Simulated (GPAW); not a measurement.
Runs of GPAW 26.7.0 on WS2 (Tungstenite). Symmetry: P6_3/mmc, No. 194, hexagonal system. Conventional cell: a = 3.159 Å, b = 3.159 Å, c = 12.416 Å, α = 90.00°, β = 90.00°, γ = 120.00°. W (site symmetry -6m2) has 6 S at 2.39 Å as nearest neighbours. S (site symmetry 3m) has 3 W at 2.39 Å as nearest neighbours. 

| task | level | potentials or basis | cell | k mesh | cutoff (eV) | smearing | response ecut | response k mesh | response bands | kernels | coarser k mesh | gap on the mesh (eV) |
| --- | --- | --- | --- | --- | --- | --- | --- | --- | --- | --- | --- | --- |
| dielectric tensor | LDA | the program's PAW data sets (release 1.2.1) made for this functional, pw | P6_3/mmc, 17.88 Å³/atom | 8 × 8 × 2 | 400 | fermi-dirac 0.001 eV | 80 eV | 13 × 13 × 3 | 74 | ["RPA"] | 13 × 13 × 3 | (a) |
| single point | PBEsol | PAW data sets generated in the run's folder for this functional, pw | atoms moved at random, drawn with an rms of 0.05 Å | 10 × 10 × 3 | 600 | fermi-dirac 0.05 eV | - | - | - | - | - | 1.06 |
| dielectric tensor | LDA | the program's PAW data sets (release 1.2.1) made for this functional, pw | P6_3/mmc, 18.24 Å³/atom | 8 × 8 × 2 | 400 | fermi-dirac 0.001 eV | 80 eV | 13 × 13 × 3 | 74 | ["RPA"] | 13 × 13 × 3 | 1.11 |
| dielectric tensor | LDA | the program's PAW data sets (release 1.2.1) made for this functional, pw | P6_3/mmc, 17.52 Å³/atom | 8 × 8 × 2 | 400 | fermi-dirac 0.001 eV | 80 eV | 13 × 13 × 3 | 74 | ["RPA"] | 13 × 13 × 3 | 1.08 |
| dielectric tensor | LDA | the program's PAW data sets (release 1.2.1) made for this functional, pw | P6_3/mmc, 17.15 Å³/atom | 8 × 8 × 2 | 400 | fermi-dirac 0.001 eV | 80 eV | 13 × 13 × 3 | 74 | ["RPA"] | 13 × 13 × 3 | 1.06 |

Alike in all rows: no spin polarisation.

Question: Fill in the values left out.

Answer: (a) 1.09.

Caveats: spin-orbit coupling is left out, which moves the levels of the heavy elements; an odd mesh through Γ misses points on the zone boundary, where band edges often lie; the long-wavelength limit can be off by several per cent where d states take part (some runs).

A k mesh can miss the band edges, and the runs leave out spin-orbit coupling on W.
